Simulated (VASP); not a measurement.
# LiH in VASP: how settings move the PBEsol single point

Aim: see what changed inputs do to the PBEsol single point of LiH in the zincblende structure, strained and with displaced atoms. This is a trial cell built on a prototype, not taken from a measured structure, and it needn't be the compound's ground state.

The runs shown are made with VASP 6.6.1. PAW datasets, plane waves. The cell comes from a prototype generator: it can be a known phase or a hypothetical one. Spin polarisation is off.

**1. Starting point**

It is triclinic, P1 (No. 1); conventional cell a = 2.971 Å, b = 3.003 Å, c = 3.042 Å, α = 61.1°, β = 61.4°, γ = 62.6°, 9.95 Å³ an atom. Near Li stand 4 H at 1.76–2.02 Å; near H stand 4 Li at 1.76–2.02 Å.

Structure file:

```xyz
2
Lattice="-0.0458 2.1257 2.0751 2.1589 -0.0573 2.0865 2.1614 2.1396 -0.0598" Properties=species:S:1:pos:R:3 pbc="T T T"
Li    2.1420    0.0655    2.0433
H     1.1656    1.0552    0.9578
```

**2. The reference run**

Input file INCAR:

```
ENCUT = 520.000000
SIGMA = 0.020000
EDIFF = 1.00e-07
GGA = PS
PREC = Accurate
IBRION = -1
ISIF = 2
ISMEAR = -1
NBANDS = 9
NELM = 120
NSW = 0
LASPH = .TRUE.
LCHARG = .FALSE.
LWAVE = .FALSE.
LREAL = .FALSE.
```

Input file KPOINTS:

```
KPOINTS created by Atomic Simulation Environment
0
Gamma
8 8 8
0 0 0
```

Input file POSCAR:

```
Li H
 1.0000000000000000
    -0.0458000000000000    2.1257000000000001    2.0750999999999999
     2.1589000000000000   -0.0573000000000000    2.0865000000000000
     2.1614000000000000    2.1396000000000002   -0.0598000000000000
 Li  H
   1   1
Cartesian
  2.1419977100000001  0.0654556600000000  2.0433015200000004
  1.1656279199999999  1.0551902500000001  0.9578458900000000
```

Potentials: the recommended PBE PAW datasets, 4 valence electrons.

Launch:

```bash
$ mpirun -np 1 vasp_std
```

**3. Altered input 1**

INCAR, as its differences from that of step 2:

```diff
@@ -9,3 +9,2 @@
 NBANDS = 9
-NELM = 120
 NSW = 0
@@ -15 +14,2 @@
 LREAL = .FALSE.
+NELM = 82
```

Input file KPOINTS:

```
KPOINTS created by Atomic Simulation Environment
0
Gamma
4 4 4
0 0 0
```

POSCAR is that of step 2.

**4. Altered input 2**

INCAR, as its differences from that of step 2:

```diff
@@ -1,5 +1,3 @@
-ENCUT = 520.000000
 SIGMA = 0.020000
 EDIFF = 1.00e-07
-GGA = PS
 PREC = Accurate
@@ -15 +13,3 @@
 LREAL = .FALSE.
+ENCUT = 450
+GGA = PS
```

KPOINTS is that of step 2.

POSCAR is that of step 2.

What does the calculation give? Wanted: for each run, changed; ending; energy change; pressure; electronic steps; usable.

As calculated:

| run | changed | ending | energy change (meV/atom) | pressure (GPa) | gap on the mesh (eV; negative: overlap) | electronic steps | time | usable |
| --- | --- | --- | --- | --- | --- | --- | --- | --- |
| ref. | – | converged | 0 | -0.5 | 3.42 | 12 | 11 s | yes |
| 1 | NELM = 82, mesh 4×4×4 | converged | -2.0 | -0.6 | 3.42 | 12 | 2.3 s | no |
| 2 | ENCUT = 450, GGA = PS | converged | – | -1.4 | 3.43 | 12 | 11 s | yes |

**Reading.** Of 2 altered inputs, 1 ended normally on a faulty or unsound input, 1 gave usable results.
